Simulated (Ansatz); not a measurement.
What moves the pressure of Pb?

```xyz
1
Lattice="-1.9797 1.9797 1.9797 1.9797 -1.9797 1.9797 1.9797 1.9797 -1.9797" Properties=species:S:1:pos:R:3 pbc="T T T"
Pb    0.0000    0.0000    0.0000
```

The conventional cell has a = 3.959 Å, b = 3.959 Å, c = 3.959 Å, α = 90.00°, β = 90.00°, γ = 90.00°. Pb (atom 1) has 8 Pb at 3.43 Å as nearest neighbours.

Structure from Materials Project entry mp-22692 (possibly hypothetical), not relaxed further.

Method: DFT, PBEsol, all-electron LAPW, scalar-relativistic (Ansatz 0.2.0).

Numerical set-up: a Γ-centred 13×13×13 k mesh, Fermi–Dirac smearing of 0.08 eV, basis error target 0.25 meV/atom, no spin polarisation.

Spin–orbit coupling is off unless a change turns it on.

In this reference run the pressure is -1.6 GPa (positive in compression). Each change below is made alone, on the same k mesh, with fractional coordinates held unless an atom is moved; x, y and z are the Cartesian axes.

(1) Order the changes by the shift of the pressure, most negative first.
A. functional lda
B. functional pbe
C. equal xy, yz and zx engineering shear strains of +4 %
D. no relativity
E. volume scaled by 1.03

## Answers

(1) A (-1.5 GPa), E (-1.1 GPa), C (+0.2 GPa), D (+1.3 GPa), B (+2.8 GPa).
